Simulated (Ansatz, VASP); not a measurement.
# Br: VASP beside Ansatz

The input INCAR:

```
SYSTEM = Br
  ALGO = Fast
  EDIFF = 1E-6
  ENCUT = 520
  ISIF = 2
  ISMEAR = 1
  LASPH = .True.
  LCHARG = .True.
  LELF = .True.
  LREAL = .False.
  LVHAR = .True.
  LWAVE = .False.
  NBANDS = 18
  NELM = 100
  PREC = Accurate
  SIGMA = 0.05
```

File KPOINTS:

```
k-points
0
Gamma
  3 3 3
  0 0 0
```

File POSCAR:

```
Br
1.0
    4.5976403800      0.0000000000      0.0000000000
    0.0000000000      4.5976403800      0.0000000000
    0.0000000000      0.0000000000      4.5976403800
Br
3
Direct
    0.4998967295     -0.0030625230      0.0013666400
    0.0023862800      0.5008742424     -0.0011331379
   -0.0022830095      0.0021882806      0.4997664979
```

Input for Ansatz:

```yaml
crystal:
  lattice:
    - [4.59764038, 0.0, 0.0]
    - [0.0, 4.59764038, 0.0]
    - [0.0, 0.0, 4.59764038]
  atoms:
    - { symbol: Br, position: [0.49989672946533464, -0.003062523032120994, 0.0013666399722175127] }
    - { symbol: Br, position: [0.0023862799755096503, 0.5008742424223496, -0.0011331379146401444] }
    - { symbol: Br, position: [-0.0022830094645845014, 0.002188280627898818, 0.49976649794337497] }
basis:
  ecutwfc: 470.0
kpoints:
  mp_grid:
    grid: [3, 3, 3]
hamiltonian:
  xc: lda
scf:
  convergence:
    dr2_threshold: 1.0e-08
  occupations:
    method: methfessel_paxton
    width: 0.05
output:
  forces: true
```

Alike in both runs: task single point; functional LDA; k mesh 3 × 3 × 3; occupations methfessel-paxton of order 1, width 0.05 eV; no spin polarisation.

|  | VASP | Ansatz |
| --- | --- | --- |
| version | VASP 6.6.1 | Ansatz 0.2.0 |
| potentials or method | VASP PAW LDA potentials, release 64 (Br) | plane waves, PAW |
| plane-wave cutoff (eV) | 520 | 470 |
| valence electrons in the cell | 21 | 21 |

```csv
,VASP,Ansatz,Ansatz less VASP
rms of the force components (eV/Å),0.015,0.015,-0.0002
```

Atom by atom the forces differ by 0.000 eV/Å (rms over components).

Caveats: the k mesh is coarse (spacing up to 0.46 Å⁻¹), so the values aren't converged; an odd number of electrons without spin polarisation forces a metal; a magnetic or distorted state may lie lower.
